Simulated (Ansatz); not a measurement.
Computed properties of WS₂

```xyz
3
Lattice="1.5790 0.9116 6.1633 -1.5790 0.9116 6.1633 0.0000 -1.8233 6.1633" Properties=species:S:1:pos:R:3 pbc="T T T"
W     0.0000    0.0000    0.0000
S     0.0000    0.0000   13.8730
S     0.0000    0.0000   10.7427
```

Atom numbers follow the list: W1, S2, S3.

The cell is COD entry 9012192, as deposited and not checked against the literature; nothing was relaxed.

No spin–orbit coupling, which matters for the heavy atoms here.

Levels of theory: DFT, PBE, all-electron LAPW, scalar-relativistic (Ansatz 0.2.0); DFT, PBE, PAW with Ansatz's default frozen-core files, scalar-relativistic (Ansatz 0.2.0).

For LAPW: a Γ-centred 13×13×13 k mesh, Fermi–Dirac smearing of 0.08 eV, basis error target 0.5 meV/atom, no spin polarisation. PAW takes a cutoff of 420 eV at this cell. The Ansatz runs share mesh, smearing and spin set-up. Values come from LAPW unless marked.

```yaml
Pressure_at_this_cell: 4.64 GPa
Band_gap: 1.01 eV, indirect from T (0.5, 0.5, 0.5) to the line Γ–S0 (0.341, -0.341, 0)
Stress_xx_yy_zz_compression_positive: 4.47, 4.47, 4.98 GPa
Largest_force: 0.610 eV/Å on W1
Smallest_direct_gap_on_the_path: 1.90 eV
Löwdin_charges_with_0.23_e_of_the_cell_spilling_out_of_the_atomic_basis_so_their_sizes_and_signs_hang_on_that_basis: W1 0.47, S2 -0.11, S3 -0.12 e
Bader_charges_from_the_PAW_run: W1 +1.37, S2 -0.69, S3 -0.68 e
Volume_per_atom: 17.74 Å³
```
